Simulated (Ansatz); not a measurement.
Runs of Ansatz 0.2.0 on Fe. Symmetry: Im-3m, No. 229, cubic system. The conventional cell has a = 2.886 Å, b = 2.886 Å, c = 2.886 Å, α = 90.00°, β = 90.00°, γ = 90.00°. Around Fe (site symmetry m-3m) lie 8 Fe at 2.50 Å. 

```tsv
task	level	potentials or basis	cell	cutoff (eV)	smearing	basis error allowed	gap on the mesh (eV)	pressure (GPa)	moment (μB)	relaxed volume (Å³/atom)
band structure	PBEsol	all-electron PAW datasets made for the crystal	as given	300	fermi-dirac 0.05 eV	-	-	(b)	2.25	-
single point	PBE	all-electron LAPW, scalar-relativistic	as given	303	gaussian 0.014 eV	0.001 eV/atom	none	-9.8	2.24	-
relaxation of cell and atoms	PBE+D3(BJ)	all-electron LAPW, scalar-relativistic	relaxed	-	fermi-dirac 0.05 eV	0.001 eV/atom	-	0.0	2.08	(a)
relaxation of cell and atoms	RPBE+D3(BJ)	all-electron LAPW, scalar-relativistic	relaxed	-	fermi-dirac 0.05 eV	0.001 eV/atom	-	0.0	(c)	10.28
relaxation of cell and atoms	revPBE	all-electron LAPW, scalar-relativistic	relaxed	-	fermi-dirac 0.05 eV	0.001 eV/atom	-	0.0	2.16	11.56
band structure	PBE	all-electron LAPW, scalar-relativistic	as given	303	fermi-dirac 0.05 eV	0.001 eV/atom	-	-9.8	2.24	-
band structure	PBEsol	all-electron LAPW, non-relativistic	as given	303	fermi-dirac 0.05 eV	0.001 eV/atom	-	-14.3	2.29	-
single point	PBE	all-electron LAPW, scalar-relativistic	as given	303	gaussian 0.05 eV	0.001 eV/atom	none	-9.8	2.24	-
single point	PBE	all-electron LAPW, scalar-relativistic	as given	303	gaussian 0.018 eV	0.001 eV/atom	none	-9.8	2.24	-
band structure	BLYP	all-electron LAPW, scalar-relativistic	as given	303	fermi-dirac 0.05 eV	0.001 eV/atom	-	-2.8	(d)	-
single point	PBE	all-electron LAPW, scalar-relativistic	as given	303	gaussian 0.012 eV	0.001 eV/atom	none	-9.8	2.24	-
relaxation of cell and atoms	PBEsol	all-electron LAPW, scalar-relativistic	relaxed	-	fermi-dirac 0.05 eV	0.001 eV/atom	-	0.0	2.05	10.79
```

Alike in all rows: spin collinear, ferromagnetic start; k mesh 13 × 13 × 13.

Task: Fill in the values left out.

Result: (a) 11.01; (b) -18.1; (c) 2.01; (d) 2.19.

Caveats: the program warned that the printed levels may be off, so bands, gaps and densities of states are rough (some runs); the volume moved by -14 % from the deposited cell, more than functionals usually miss (some runs); the volume moved by -10 % from the deposited cell, more than functionals usually miss (some runs).

A k mesh can miss the band edges.

A gap of «none» marks a metal or a gap under the smearing width.

Not every run made on this cell is shown here.
